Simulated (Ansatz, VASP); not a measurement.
## One calculation of Rh, two programs

```
Rh
1.0
     0.00000    1.87762    1.87762
     1.87762    0.00000    1.87762
     1.87762    1.87762    0.00000
Rh
1
Direct
  0.00000 0.00000 0.00000
```

Alike in both runs: task single point; functional LDA; k mesh 21 × 21 × 21; occupations fermi-dirac, width 0.1 eV; no spin polarisation.

```csv
,VASP,Ansatz
version,VASP 6.6.1,Ansatz 0.2.0
potentials or method,"VASP PAW LDA potentials, release 64 (Rh_pv)","plane waves (420 eV) with PAW, scalar-relativistic"
plane-wave cutoff (eV),520,420
valence electrons in the cell,15,17
```

Ansatz gave:

```
pressure (GPa) : 0.0
```

Problem. Estimate VASP's values.

Solution. Pressure (GPa): 0.9.

The two sets of potentials don't hold the same shells in valence. Ansatz warned: «pseudo_functional_mismatch».
